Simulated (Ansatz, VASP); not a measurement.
Two plane-wave programs on Ag

```
CELL_PARAMETERS angstrom
0.00000 2.04275 2.04275
2.04275 0.00000 2.04275
2.04275 2.04275 0.00000
ATOMIC_POSITIONS crystal
Ag 0.00000 0.00000 0.00000
```

Alike in both runs: task single point; functional PBE; k mesh 11 × 11 × 11; occupations gaussian, width 0.027 eV; no spin polarisation.

|  | VASP | Ansatz |
| --- | --- | --- |
| version | VASP 6.6.1 | Ansatz 0.2.0 |
| potentials or method | VASP PAW PBE potentials, release 64 (Ag) | Ansatz PAW |
| plane-wave cutoff (eV) | 520 | 420 |
| valence electrons in the cell | 11 | 19 |

|  | VASP | Ansatz | Ansatz less VASP |
| --- | --- | --- | --- |
| gap on the k mesh at the Fermi level (eV) | none | none | - |
| pressure (GPa) | 4.1 | 4.3 | +0.18 |

A gap of «none» marks a metal or a gap that the smearing closes. The two sets of potentials don't hold the same shells in valence.
